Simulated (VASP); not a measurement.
# MgO: convergence, energy along a vibration (SMASS = -2)

MgO, atoms displaced along the mode, 2 atoms in the cell. PBE, energy along a line of displacements; PAW potentials Mg, O (PBE set). VASP 6.6.1.

Wanted: harmonic frequency within 1 %.

Mode: optical mode at Gamma along [111].

POSCAR of the starting run:
```
MgO
1.0
    0.0000000000      2.0970013927      2.0970013927
    2.0970013927      0.0000000000      2.0970013927
    2.0970013927      2.0970013927      0.0000000000
Mg O
1 1
Direct
   -0.0043716495     -0.0043716495     -0.0043716495
    0.5066412239      0.5066412239      0.5066412239

    0.0045836775   0.0045836775   0.0045836775
   -0.0069633279  -0.0069633279  -0.0069633279
```

The series start from k mesh: 6 × 6 × 6; Cutoff (eV): 520; Step along the mode (Å): 0.02; Electronic threshold (eV): 1e-7; Precision and projection: Accurate, reciprocal space. Each series keeps the choices made before it, and each single choice may use up half of a tolerance.

## k mesh

| k mesh | Harmonic frequency (THz) | Time (s) |
|---|---|---|
| 3 × 3 × 3 | 12.06 | 8.4 |
| 4 × 4 × 4 | 12.18 | 9.7 |
| 5 × 5 × 5 | 12.21 | 12 |
| 6 × 6 × 6 | 12.22 | 17 |
| 8 × 8 × 8 | 12.2 | 29 |
| 10 × 10 × 10 (reference) | 12.21 | 52 |

Chosen: 4 × 4 × 4, the loosest value from which every tighter one stays within half of the tolerance.

## Cutoff (eV)

| Cutoff (eV) | Harmonic frequency (THz) | Time (s) |
|---|---|---|
| 280 | 12.09 | 6.1 |
| 340 | 12.26 | 7.9 |
| 400 | 12.17 | 9.1 |
| 460 | 12.19 | 11 |
| 520 | 12.18 | 9.7 |
| 600 (reference) | 12.19 | 10 |

Chosen: 400.

## Electronic threshold (eV)

| Electronic threshold (eV) | Harmonic frequency (THz) | Time (s) |
|---|---|---|
| 0.001 | 12.2 | 8.0 |
| 0.0001 | 12.2 | 8.8 |
| 1e-5 | 12.2 | 9.3 |
| 1e-6 | 12.2 | 11 |
| 1e-7 | 12.2 | 10 |
| 1e-8 (reference) | 12.2 | 12 |

Chosen: 0.001.

## Precision and projection

| Precision and projection | Harmonic frequency (THz) | Time (s) |
|---|---|---|
| Accurate, reciprocal space | 12.2 | 8.0 |
| Normal, reciprocal space | 12.2 | 5.6 |
| Normal, Auto | 12.21 | 6.6 |

Chosen: Normal, reciprocal space, the fastest of those that stay within half of the tolerance.

Also changed on the way, by series that aren't shown: Step along the mode (Å): 0.08.

## All choices together

| Input | Harmonic frequency (THz) | Time (s) |
|---|---|---|
| defaults on a coarse mesh (naive) | 12.16 | 2.2 |
| chosen settings | 12.2 | 5.6 |
| reference settings throughout | 12.23 | 55 |

The tolerance is met.

## The input

INCAR:
```
GGA = PE
PREC = Normal
ENCUT = 400
EDIFF = 0.001
ALGO = Normal
LREAL = F
LASPH = T
ISMEAR = 0
SIGMA = 0.03
ISYM = 0
LWAVE = F
LCHARG = F
IBRION = 0
SMASS = -2
POTIM = 1
NSW = 9
NELMIN = 4
KPAR = 2
```

KPOINTS:
```
Automatic mesh
0
Gamma
  4 4 4
  0 0 0
```

POSCAR:
```
MgO
1.0
    0.0000000000      2.0970013927      2.0970013927
    2.0970013927      0.0000000000      2.0970013927
    2.0970013927      2.0970013927      0.0000000000
Mg O
1 1
Direct
   -0.0174865979     -0.0174865979     -0.0174865979
    0.5265648955      0.5265648955      0.5265648955

    0.0183347101   0.0183347101   0.0183347101
   -0.0278533114  -0.0278533114  -0.0278533114
```

Commands:
```
cat potpaw_PBE.64/Mg/POTCAR potpaw_PBE.64/O/POTCAR > POTCAR
mpirun -np 2 vasp_std > vasp.out
```

The naive input happens to agree within the tolerance here, in 2.2 s.

Limits: NELMIN = 4 forces that many electronic steps, so a loose EDIFF looks better here than it is.

The chosen input took VASP 6.6.1 5.6 s on 2 cores (Intel Xeon Platinum 8559C (Emerald Rapids)), a shared host.

## An input that fails: electronic threshold far too loose

It runs to its end, but against the unchanged starting input it is off by 7.1 % in the harmonic frequency.

Changes against the starting input:
```
- EDIFF = 1e-07
- NELMIN = 4
+ EDIFF = 0.1
```
